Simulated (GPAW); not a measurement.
# CdSe (Cadmoselite) (P6_3mc) in GPAW: a series of runs

Aim: see how the results for CdSe (Cadmoselite) move with the level of theory and the settings. Levels: PW91, PBEsol. Tasks: band structure.

All numbers are computed with GPAW 26.7.0; they aren't measurements. Logs are shortened: lines on timing, memory, paths and dates and some standing lists are left out, and cuts for length are marked. The log counts tension as positive stress, the text compression.

**Experimental background.**

From a printed reference work, data compilation, for a bulk crystal of CdSe at 2 K: band gap 1.841 eV.

How close the calculation comes is told below.

## (1) Starting point

The structure is hexagonal, space group P6_3mc (No. 186). The conventional cell has a = 4.300 Å, b = 4.300 Å, c = 7.020 Å, α = 90.00°, β = 90.00°, γ = 120.00°. Cd (site symmetry 3m) is surrounded by 4 Se at 2.61 to 2.70 Å. Around Se (site symmetry 3m) lie 4 Cd at 2.61 to 2.70 Å.

## (2) Band structure, PW91, spin-orbit coupling, no magnetisation

Input file run.py:

```python
import numpy as np
from ase.dft.bandgap import bandgap
from ase.io import read, write
from ase.units import GPa
from gpaw import GPAW, PW, setup_paths
from gpaw.spinorbit import soc_eigenstates

setup_paths.insert(0, '.')

atoms = read('CdSe.xyz')

calc = GPAW(mode=PW(600),
            xc='GGA_X_PW91+GGA_C_PW91',
            kpts={'size': (5, 5, 3), 'gamma': True},
            occupations={'name': 'fermi-dirac', 'width': 0.05},
            nbands=31,
            convergence={'density': 1e-05, 'energy': 1e-05},
            maxiter=150,
            txt='gpaw.txt')
atoms.calc = calc
energy = atoms.get_potential_energy()
forces = atoms.get_forces()
stress = atoms.get_stress()
calc.write('gs.gpw')
write('result.traj', atoms)
print(f'Energy: {energy:.6f} eV')
print('Forces (eV/A):')
print(forces.round(4))
print('Stress (GPa):', (stress / GPa).round(3))
print('Fermi level:', round(calc.get_fermi_level(), 4), 'eV')
print(f'Gap: {bandgap(calc)[0]:.4f} eV, direct: {bandgap(calc, direct=True)[0]:.4f} eV')

path = atoms.cell.bandpath('GMKGALHA,LM,KH', npoints=60, eps=1e-4)
bs_calc = calc.fixed_density(kpts=path, symmetry='off', nbands=52,
                             convergence={'bands': 'CBM+6.0', 'eigenstates': 1e-6}, txt='bands.txt')
bs = bs_calc.band_structure()
bs.write('bs.json')
print(f'Gap on the path: {bandgap(bs_calc)[0]:.4f} eV')

soc = soc_eigenstates(bs_calc, theta=0, phi=0)
np.savetxt('soc_bands.dat', soc.eigenvalues(), fmt='%.4f')
mesh = soc_eigenstates('gs.gpw', theta=0, phi=0)
np.savetxt('soc_mesh.dat', mesh.eigenvalues(), fmt='%.4f')
print('Fermi level with spin-orbit coupling:', round(mesh.fermi_level, 4), 'eV')
```

Input file CdSe.xyz:

```xyz
4
Lattice="4.3000000000 0.0000000000 0.0000000000 -2.1500000000 3.7239092363 0.0000000000 0.0000000000 0.0000000000 7.0200000000" Properties=species:S:1:pos:R:3 pbc="T T T"
Cd     2.1500000002      1.2413030786      3.5100000000
Cd    -0.0000000002      2.4826061577      0.0000000000
Se     2.1500000002      1.2413030786      6.2127000000
Se    -0.0000000002      2.4826061577      2.7027000000
```

Potentials or basis: PAW data sets generated in the run's folder for this functional, pw.

Launch:

```bash
$ gpaw-setup -f GGA_X_PW91+GGA_C_PW91 Cd Se
$ OMP_NUM_THREADS=1 python run.py
```

gpaw.txt:

```text
__  _  _
 | _ |_)|_||  |
 |__||  | ||/\| - 26.7.0

Input parameters:
  mode=PW(ecut=600.0),
  convergence={'density': 1e-05, 'energy': 1e-05},
  kpts=MonkhorstPack(size=(5, 5, 3), gamma=True),
  maxiter=150,
  nbands=31,
  occupations=Occupations(name='fermi-dirac', width=0.05),
  xc=XC(name='GGA_X_PW91+GGA_C_PW91')

Diagonalizing LCAO Hamiltonian
Converting LCAO to pw mode

            Se

        Se  Cd

        Cd

Atoms  # Å, Bohr magnetons
|   | symbol |         x |        y |        z |    initial magnetic moments |
|---|--------|-----------|----------|----------|-----------------------------|
| 0 |     Cd |  2.150000 | 1.241303 | 3.510000 | ( 0.0000,  0.0000,  0.0000) |
| 1 |     Cd | -0.000000 | 2.482606 | 0.000000 | ( 0.0000,  0.0000,  0.0000) |
| 2 |     Se |  2.150000 | 1.241303 | 6.212700 | ( 0.0000,  0.0000,  0.0000) |
| 3 |     Se | -0.000000 | 2.482606 | 2.702700 | ( 0.0000,  0.0000,  0.0000) |

Unit cell  # Å
| periodic |         x |        y |        z |  lengths |     angles |
|----------|-----------|----------|----------|----------|------------|
|      yes |  4.300000 | 0.000000 | 0.000000 | 4.300000 |  90.000000 |
|      yes | -2.150000 | 3.723909 | 0.000000 | 4.300000 |  90.000000 |
|      yes |  0.000000 | 0.000000 | 7.020000 | 7.020000 | 120.000000 |

Number of symmetries: 6
Symmetry operations  # r_c * U_cc + t_c -> r_c
|   | kind |            matrix            |
|---|------|------------------------------|
| 0 |  σ   |  1, 1, 0,  0,-1, 0,  0, 0, 1 |
| 1 |  E   |  1, 0, 0,  0, 1, 0,  0, 0, 1 |
| 2 |  C3  |  0, 1, 0, -1,-1, 0,  0, 0, 1 |
| 3 |  σ   |  0,-1, 0, -1, 0, 0,  0, 0, 1 |
| 4 |  σ   | -1, 0, 0,  1, 1, 0,  0, 0, 1 |
| 5 |  C3  | -1,-1, 0,  1, 0, 0,  0, 0, 1 |

BZ-sampling:
  Number of BZ points: 75
  Number of IBZ points: 12

  Monkhorst-Pack size: [5, 5, 3]
  Monkhorst-Pack shift: [0, 0, 0]

K-points  # in reciprocal-cell coordinates
|     |                                coordinates |     weight |
|-----|--------------------------------------------|------------|
|   0 | (  0.00000000,   0.00000000,   0.00000000) | 0.01333333 |
|   1 | (  0.00000000,   0.00000000,   0.33333333) | 0.02666667 |
|   2 | (  0.20000000,   0.00000000,  -0.33333333) | 0.08000000 |
|   3 | (  0.20000000,   0.00000000,   0.00000000) | 0.08000000 |
|   4 | (  0.20000000,   0.00000000,   0.33333333) | 0.08000000 |
|   5 | (  0.40000000,  -0.20000000,   0.00000000) | 0.08000000 |
|   6 | (  0.40000000,  -0.20000000,   0.33333333) | 0.16000000 |
|   7 | (  0.40000000,   0.00000000,  -0.33333333) | 0.08000000 |
|   8 | (  0.40000000,   0.00000000,   0.00000000) | 0.08000000 |
|   9 | (  0.40000000,   0.00000000,   0.33333333) | 0.08000000 |
| ... |                                            |            |
|  11 | (  0.40000000,   0.40000000,   0.33333333) | 0.16000000 |

Plane wave coefficients: 3791
Cutoff: 600.0 eV

Spin-components: 1 (collinear spins)
Bands:           31
Projectors:      22
Spin-degeneracy: 2
Datatype:        complex128

Parallelization:
  kpt:    1
  domain: 1
  band:   1

Density:
  Valence electrons: 36.0
  Components: 1
  Grid points: [25 25 40]
  Charge: 0.0  # |e|

Potential:
  Grid points: [25 25 40]

species:
  Cd:
    name:    Cadmium
    Z:       48.0
    valence: 12
    core:    36
    charge:  0.0  # [|e|]
    compensation charges:
      type: gauss
      rc: 0.38  # [Å]
      lmax: 2
    cutoffs:
      filter: 2.12  # [Å]
      core: 2.62  # [Å]
    projectors
    | kind |    occ | energy [eV] | rcut [Å] |
    |------|--------|-------------|----------|
    |   5s |  2.000 |      -5.723 |    1.191 |
    |   5p |  0.000 |      -1.241 |    1.228 |
    |   4d | 10.000 |     -11.793 |    1.164 |
    |    s |        |      21.488 |    1.191 |
    |    p |        |      25.970 |    1.228 |
    |    d |        |      15.418 |    1.164 |

    Using partial waves for Cd as LCAO basis

  Se:
    name:    Selenium
    Z:       34.0
    valence: 6
    core:    28
    charge:  0.0  # [|e|]
    compensation charges:
      type: gauss
      rc: 0.27  # [Å]
      lmax: 2
    cutoffs:
      filter: 1.77  # [Å]
      core: 2.67  # [Å]
    projectors
    | kind |    occ | energy [eV] | rcut [Å] |
    |------|--------|-------------|----------|
    |   4s |  2.000 |     -17.350 |    0.847 |
    |   4p |  4.000 |      -6.562 |    1.005 |
    |    s |        |       9.861 |    0.847 |
    |    p |        |      20.650 |    1.005 |
    |    d |        |       0.000 |    0.847 |

    Using partial waves for Se as LCAO basis

Reference energy: -436628.110577  # eV

eigensolver:
  PPCG
  Converge bands: occupied
  niter=2

density mixing:
  MSR1-Mixer
  Pratt-step length: 0.05
  Maximum mixing coefficient: 0.75
  Old densities: 10
  SVD Regularization: 0.005
  Good broyden scale: 1.0
  Trust region scale: 1.0
  Backstep threshold: 4.0
  History deletion threshold: 6.0
  Fourier metric: weight=20.0, sigma=0.015

occupation numbers:
  Fermi-Dirac:
    width: 0.0500  # eV

poisson solver:
  ecut: 4800.0  # eV

xc functional:
  name: GGA_X_PW91+GGA_C_PW91 with 2 nearest neighbor stencil

convergence criteria:
- Maximum integral of absolute [dens]ity change: 1e-05 electrons / valence electron
- Maximum [total energy] change in last 3 cyles: 1e-05 eV / valence electron
- Maximum integral of absolute [eigenst]ate change: 4e-08 eV^2 / valence electron
maximum number of iterations: 150

SCF iterations
|iter     | |      energy | eigst |  dens |
|---------|-|-------------|-------|-------|
|iter:   1| |  -12.094786 | -0.56 |       |
|iter:   2| |  -11.940928 | -2.50 | -1.18 |
|iter:   3| |  -11.387538 | -1.50 | -1.22 |
|iter:   4| |  -11.384419 | -3.32 | -1.79 |
|iter:   5| |  -11.383648 | -3.74 | -2.25 |
|iter:   6| |  -11.383710 | -5.17 | -2.93 |
|iter:   7| |  -11.383717c| -6.36 | -3.53 |
|iter:   8| |  -11.383716c| -7.08 | -4.09 |
|iter:   9| |  -11.383716c| -7.88c| -4.82 |
|iter:  10| |  -11.383716c| -8.17c| -5.27c|

Converged in 10 steps
Energy contributions relative to reference atoms: (reference = -436628.110577)

Energy contributions:
  Kinetic:          41.275886
  Coulomb:         -37.193580
  Zero:              0.089754
  External:          0.000000
  Xc:              -15.555750
  Entropy:          -0.000051
  Spinorbit:         0.000000
  ----------------------------
  Free energy:     -11.383742
  Extrapolated:    -11.383716

dipole moment: (0.000005, 0.000011, -18.354759)  # |e|*Ang

Fermi level: 3.923
Eigenvalues  # (at kpt = [0.000, 0.000, 0.000])
| band index |      eig [eV] | occ [0-2] |
|------------|---------------|-----------|
|          0 |        -9.044 |     2.000 |
|        ... |               |           |
|         10 |        -3.914 |     2.000 |
|         11 |        -3.635 |     2.000 |
|         12 |        -0.681 |     2.000 |
|         13 |         2.848 |     2.000 |
|         14 |         2.848 |     2.000 |
|         15 |         3.558 |     1.999 |
|         16 |         3.571 |     1.998 |
|         17 |         3.571 |     1.998 |
|         18 |         4.223 |     0.005 |
|         19 |         5.650 |     0.000 |
|         20 |         9.422 |     0.000 |
|         21 |         9.422 |     0.000 |
|         22 |         9.674 |     0.000 |
|         23 |        10.539 |     0.000 |
|         24 |        10.539 |     0.000 |
|         25 |        11.251 |     0.000 |
|        ... |               |           |
|         30 |        14.635 |     0.000 |

Gap: 0.652 eV
Transition (v -> c):
  (s=0, k=0, n=17, [0.00, 0.00, 0.00]) -> (s=0, k=0, n=18, [0.00, 0.00, 0.00])
No difference between direct/indirect transitions

Forces  # eV/Ang
|        x |       y |        z |
|----------|---------|----------|
| -0.00000 | 0.00000 |  0.28514 |  # Cd   0
| -0.00000 | 0.00000 |  0.28548 |  # Cd   1
| -0.00000 | 0.00000 | -0.28480 |  # Se   2
| -0.00000 | 0.00000 | -0.28473 |  # Se   3

Stress tensor  # eV/Ang^3
|         x |         y |         z |
|-----------|-----------|-----------|
| -0.020641 |  0.000000 | -0.000000 |
|  0.000000 | -0.020641 |  0.000000 |
| -0.000000 |  0.000000 | -0.007883 |

# Writing to gs.gpw (mode='')
```

stdout:

```text
Energy: -11.383716 eV
Forces (eV/A):
[[-0.      0.      0.2851]
 [-0.      0.      0.2855]
 [-0.      0.     -0.2848]
 [-0.      0.     -0.2847]]
Stress (GPa): [-3.307 -3.307 -1.263  0.    -0.     0.   ]
Fermi level: 3.9235 eV
Gap: 0.6521 eV, direct: 0.6521 eV
Gap on the path: 0.6521 eV
Fermi level with spin-orbit coupling: 3.9774 eV
```

Run time: 96 s. Hardware: 1 thread of Intel Xeon Platinum 8488C (Sapphire Rapids), shared host; peak memory 0.51 GiB.

What came out:

```yaml
Free_energy: -11.3837 eV
Pressure: 2.6 GPa
Largest_force: 0.285 eV/Å
Band_gap_on_the_k_mesh: 0.53 eV, direct
Band_gap_along_the_path: 0.53 eV, direct
```

Forces on the atoms (eV/Å):
```
Cd   0.000  0.000  0.285
Cd   0.000  0.000  0.285
Se   0.000  0.000 -0.285
Se   0.000  0.000 -0.285
```

Stress tensor (GPa, compression positive):
```
3.31 0.00 0.00
0.00 3.31 0.00
0.00 0.00 1.26
```

Levels at the corners of the path, in eV from the valence-band top:
```tsv
point	band 34	band 35	band 36	band 37	band 38	band 39
Γ	0.00	0.00	0.00	0.53	0.53	1.95
M	-1.40	-0.94	-0.94	3.05	3.05	3.18
K	-1.92	-1.81	-1.81	4.26	4.26	4.47
Γ	0.00	0.00	0.00	0.53	0.53	1.95
A	-0.38	-0.38	-0.38	2.17	2.17	2.17
L	-1.38	-1.38	-1.38	2.83	2.83	2.83
H	-1.22	-1.16	-1.16	3.60	3.60	3.67
A	-0.38	-0.38	-0.38	2.17	2.17	2.17
L	-1.38	-1.38	-1.38	2.83	2.83	2.83
M	-1.40	-0.94	-0.94	3.05	3.05	3.18
K	-1.92	-1.81	-1.81	4.26	4.26	4.47
H	-1.22	-1.16	-1.16	3.60	3.60	3.67
```

Caveat: spin-orbit coupling was added after a scalar SCF, so levels and gaps hold it while energy, forces, pressure and moments don't; this program's spin-orbit splittings come out too wide for heavy elements.

## (3) Band structure, PBEsol, spin-orbit coupling, no magnetisation

Changes to run.py since step 2:

```diff
@@ -12,3 +12,3 @@
 calc = GPAW(mode=PW(600),
-            xc='GGA_X_PW91+GGA_C_PW91',
+            xc='PBEsol',
             kpts={'size': (5, 5, 3), 'gamma': True},
@@ -32,3 +32,3 @@
 
-path = atoms.cell.bandpath('GMKGALHA,LM,KH', npoints=60, eps=1e-4)
+path = atoms.cell.bandpath('GMKGALHA,LM,KH', npoints=100, eps=1e-4)
 bs_calc = calc.fixed_density(kpts=path, symmetry='off', nbands=52,
@@ -39,5 +39,5 @@
 
-soc = soc_eigenstates(bs_calc, theta=0, phi=0)
+soc = soc_eigenstates(bs_calc, theta=90, phi=0)
 np.savetxt('soc_bands.dat', soc.eigenvalues(), fmt='%.4f')
-mesh = soc_eigenstates('gs.gpw', theta=0, phi=0)
+mesh = soc_eigenstates('gs.gpw', theta=90, phi=0)
 np.savetxt('soc_mesh.dat', mesh.eigenvalues(), fmt='%.4f')
```

CdSe.xyz is that of step 2.

Potentials or basis: PAW data sets generated in the run's folder for this functional, pw.

Launch:

```bash
$ gpaw-setup -f PBEsol Cd Se
$ OMP_NUM_THREADS=1 python run.py
```

It took 2.5 min on 1 thread of Intel Xeon Platinum 8488C (Sapphire Rapids), shared host; peak memory 0.69 GiB.

It converged, with:

```yaml
Free_energy: -12.7167 eV
Pressure: 0.0 GPa
Largest_force: 0.269 eV/Å
Band_gap_on_the_k_mesh: 0.44 eV, direct
Band_gap_along_the_path: 0.45 eV, direct
```

Forces in eV/Å, atoms in the order of the input:
```
Cd   0.000  0.000  0.269
Cd   0.000  0.000  0.269
Se   0.000  0.000 -0.269
Se   0.000  0.000 -0.269
```

Stress tensor (GPa, compression positive):
```
 0.63  0.00  0.00
 0.00  0.63  0.00
 0.00  0.00 -1.25
```

Levels at the corners of the path, in eV from the valence-band top:
```
point  band 33  band 34  band 35  band 36  band 37  band 38  band 39  band 40
    Γ    -0.01    -0.01     0.00     0.00     0.45     0.45     1.88     1.88
    M    -1.42    -1.42    -0.95    -0.95     2.99     2.99     3.09     3.09
    K    -1.99    -1.95    -1.84    -1.84     4.13     4.13     4.44     4.63
    Γ    -0.01    -0.01     0.00     0.00     0.45     0.45     1.88     1.88
    A    -0.38    -0.38    -0.38    -0.38     2.10     2.10     2.10     2.10
    L    -1.40    -1.40    -1.40    -1.40     2.75     2.75     2.75     2.75
    H    -1.23    -1.23    -1.17    -1.17     3.53     3.53     3.60     3.60
    A    -0.38    -0.38    -0.38    -0.38     2.10     2.10     2.10     2.10
    L    -1.40    -1.40    -1.40    -1.40     2.75     2.75     2.75     2.75
    M    -1.42    -1.42    -0.95    -0.95     2.99     2.99     3.09     3.09
    K    -1.99    -1.95    -1.84    -1.84     4.13     4.13     4.44     4.63
    H    -1.23    -1.23    -1.17    -1.17     3.53     3.53     3.60     3.60
```

Caveat: spin-orbit coupling was added after a scalar SCF, so levels and gaps hold it while energy, forces, pressure and moments don't; this program's spin-orbit splittings come out too wide for heavy elements.

## (4) Against experiment

Step 2. Against the measured gap of CdSe, 1.841 eV (2 K; a printed reference work, data compilation), the calculated 0.53 eV is off by -1.31 eV. So large a miss can be the level of theory's own, or it may mean another phase, state or a wrong row. The value is that of PW91, without temperature or zero-point motion. Semilocal functionals fall short of measured gaps as a rule.

Step 3. Measured gap of CdSe: 1.841 eV (2 K; a printed reference work, data compilation). This calculation gives 0.45 eV (-1.40 eV). So large a miss can be the level of theory's own, or it may mean another phase, state or a wrong row. The value is that of PBEsol, without temperature or zero-point motion. Semilocal functionals fall short of measured gaps as a rule.
